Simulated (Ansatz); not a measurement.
CoO:

```xyz
2
Lattice="1.6022 0.9250 2.5665 -1.6022 0.9250 2.5665 0.0000 -1.8501 2.5665" Properties=species:S:1:pos:R:3 pbc="T T T"
Co    0.0000    0.0000    7.6915
O     0.0000    0.0000    5.7824
```

Measurements of this composition are mostly on another form, of space group No. 225.

Base run:

| Property | Result |
| --- | --- |
| Program | Ansatz 0.2.0 |
| Functional | PBE |
| Potentials or basis | Ansatz PAW |
| Cutoff | 420 eV (not typed: the program's choice for these potentials) |
| k mesh | 9 × 9 × 9 |
| Occupations | fermi-dirac, width 0.05 eV |
| Spin | collinear spin, ferromagnetic start |
| Starting moments | [2.5, 0.0] μB |
| Fixed moment | 2.5 μB |

Its results: pressure -2.5 GPa; site moments Co +2.03; O +0.24 μB; largest force 0.218 eV/Å.

Task: After a change of settings the same cell gave: pressure -10.7 GPa; site moments Co +1.30; O +0.09 μB; largest force 0.226 eV/Å. Which change was it?
A. fixed moment from 2.5 μB to 0.5 μB; moments at the start from [2.5, 0.0] to [0.5, 0.0]
B. fixed moment from 2.5 μB to 2 μB; moments at the start from [2.5, 0.0] to [2.0, 0.0]
C. fixed moment from 2.5 μB to 1.5 μB; moments at the start from [2.5, 0.0] to [1.5, 0.0]
D. fixed moment from 2.5 μB to 4 μB; moments at the start from [2.5, 0.0] to [4.0, 0.0]

Result: C.

Caveats: the total moment is fixed, so each spin has its own Fermi level; a cell with one magnetic atom can't hold antiferromagnetic order, which such compounds often take; the thresholds are loose for stress.
